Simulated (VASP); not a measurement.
## MoSe2: elastic constants with PBE+D3(BJ)

MoSe2:

```
Mo Se
1.0
     3.28800    0.00000    0.00000
    -1.64400    2.84749    0.00000
     0.00000    0.00000   12.90000
Mo Se
2 4
Direct
  0.33333 0.66667 0.25000
  0.66667 0.33333 0.75000
  0.33333 0.66667 0.62500
  0.66667 0.33333 0.12500
  0.33333 0.66667 0.87500
  0.66667 0.33333 0.37500
```

```yaml
Program: VASP 6.6.1
Task: elastic constants
Functional: PBE
Dispersion: D3(BJ)
Potentials_or_basis: VASP PAW PBE potentials, release 64 (Mo_sv, Se)
Cutoff: 600 eV
k_mesh: 7 × 7 × 2
Occupations: gaussian, width 0.02 eV
Spin: no spin polarisation
Ions_in_elastic_constants: relaxed
Further_INCAR_settings: ALGO = Normal; EDIFF = 1e-08; IBRION = 6; POTIM = 0.015; NSW = 1; ISIF = 3
```

The relaxed volume is 19.75 Å³/atom. The relaxed cell is a = 3.279 Å, b = 3.279 Å, c = 12.727 Å, α = 90.00°, β = 90.00°, γ = 120.00°, the space group after relaxing (to 0.05 Å) is P6_3/mmc (No. 194) and the voigt bulk modulus is 64 GPa. The highest phonon frequency at Γ, LO-TO splitting left out is 350 cm⁻¹ and the dispersion energy per atom is -0.479 eV.

The path:
```csv
step,energy change (eV),largest force (eV/Å),pressure (GPa),volume (Å³)
1,0.0000,1.1436,4.52,120.78
2,0.2310,1.2838,-9.26,130.93
3,-0.1071,0.1493,-1.23,124.27
4,-0.1073,0.1815,-1.04,124.14
5,-0.1223,0.1172,-0.29,122.48
6,-0.1231,0.0996,-0.06,122.01
7,-0.1275,0.0922,-0.05,121.58
8,-0.1381,0.0693,0.01,120.28
9,-0.1435,0.0175,0.31,117.68
10,-0.1445,0.0386,0.21,118.47
11,-0.1445,0.0358,0.23,118.36
12,-0.1392,0.1943,-1.30,119.25
13,-0.1446,0.0014,0.00,118.49
14,-0.1446,0.0008,-0.01,118.49
```

Final structure:
```
Mo Se
1.0
     3.27881    0.00000    0.00000
    -1.63941    2.83953    0.00000
     0.00000    0.00000   12.72656
Mo Se
2 4
Cartesian
  0.0000 1.8930 3.1816
  1.6394 0.9465 9.5449
  0.0000 1.8930 7.8695
  1.6394 0.9465 1.5062
  0.0000 1.8930 11.2204
  1.6394 0.9465 4.8571
```

Phonon frequencies in cm⁻¹ (negative: imaginary):
| q point | frequencies |
| --- | --- |
| (0.000, 0.000, 0.000) | 0 0 0 30 30 52 165 165 167 167 238 244 282 282 282 282 346 350 |

Elastic tensor in Voigt notation (GPa, in the Cartesian axes of the cell as first typed):
```
185  41  13   0   0   0
 41 185  13   0   0   0
 13  13  66   0   0   0
  0   0   0  22   0   0
  0   0   0   0  22   0
  0   0   0   0   0  72
```

Clamped-ion elastic tensor (GPa):
```
221  62  89   0   0   0
 62 221  89   0   0   0
 89  89 270   0   0   0
  0   0   0 129   0   0
  0   0   0   0 129   0
  0   0   0   0   0  80
```

Run time: 56 min on 1 thread of AMD EPYC 7R13 Processor (Zen 3) (shared host), peak memory 0.51 GiB.
